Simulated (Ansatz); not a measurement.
Level of theory: DFT PBE, scalar-relativistic, plane waves, PAW in Ansatz. All cells share a 420 eV cutoff and Γ-centred k meshes spaced at most about 0.3 Å⁻¹ (about 0.25 or finer for metals, 2π included). Spin is collinear in cells that carry moments; the others ran without spin or lost their moments.

All energies are static (0 K, no zero-point motion).

Compare these two cells of Y₅N, each relaxed at this level.

A. (opposed moments up to 0.3 μB on the magnetic atoms; signs in the order of the file 0 0 0 0 + 0)

```yaml
crystal:
  lattice:
    - [0.00000, 4.52063, 4.52063]
    - [4.52063, 0.00000, 4.52063]
    - [4.52063, 4.52063, 0.00000]
  atoms:
    - { symbol: Y, position: [0.87606, 0.87606, 0.87606] }
    - { symbol: Y, position: [0.37183, 0.87606, 0.87606] }
    - { symbol: Y, position: [0.87606, 0.37183, 0.87606] }
    - { symbol: Y, position: [0.87606, 0.87606, 0.37183] }
    - { symbol: Y, position: [0.25000, 0.25000, 0.25000] }
    - { symbol: N, position: [0.50000, 0.50000, 0.50000] }
```

B. (no moments)

```yaml
crystal:
  lattice:
    - [6.18733, 0.00000, 0.00000]
    - [-3.09367, 5.35839, 0.00000]
    - [0.00000, 0.00000, 6.03140]
  atoms:
    - { symbol: Y, position: [0.66667, 0.33333, 0.00000] }
    - { symbol: Y, position: [0.50000, 0.00000, 0.50000] }
    - { symbol: Y, position: [0.50000, 0.50000, 0.50000] }
    - { symbol: Y, position: [0.00000, 0.50000, 0.50000] }
    - { symbol: Y, position: [0.33333, 0.66667, 0.00000] }
    - { symbol: N, position: [0.00000, 0.00000, 0.00000] }
```

Question: Which form is favoured at zero pressure, and by what margin per atom?

Answer: A is lower, by 271 meV/atom. A has space group F-43m (No. 216), 30.8 Å³/atom and no gap on its mesh; B has space group P6/mmm (No. 191), 33.3 Å³/atom and no gap. Counting Y atoms around N (those within 1.25 times the shortest such distance or 1.15 times the sum of covalent radii, 1.27 where that leaves under three; a plus sign parts nearer from farther groups; the shortest distance is added where it exceeds 1.18 times the sum of covalent radii), A has N 16 from 3.8 Å and B has N 6+12 from 3.6 Å. Their magnetic states differ too, which can make part of the margin. The denser one is the lower, and pressure would at first widen the difference. Even the lower one lies +1.18 eV/atom against the reference forms of the elements (uncorrected), so neither is stable at this level. In A, Y on a site of symmetry 3m has 6 Y at 3.17–3.22 Å, 3 Y at 3.75 Å and 3 N at 3.75 Å; Y on a site of symmetry -43m is surrounded by 12 Y at 3.75 Å and 4 N at 3.91 Å; N is surrounded by 16 Y at 3.75–3.91 Å (long against the sum of covalent radii). In B, Y on a site of symmetry -6m2 is surrounded by 9 Y at 3.50–3.57 Å and 3 N at 3.57 Å; around Y on a site of symmetry mmm lie 4 Y at 3.09 Å and 4 Y at 3.50 Å; around N lie 6 Y at 3.57 Å and 12 Y at 4.32 Å. Both come from invented guesses. The lowest form computed isn't among them: it has space group P6/mmm (No. 191), 46.8 Å³/atom and lies 0.55 eV/atom below the best shown.

The magnetic state reached may not be the lowest. Cells relaxed within their symmetry can be saddle points. Some candidate types were left out of the draw beforehand, so a known form may be missing.
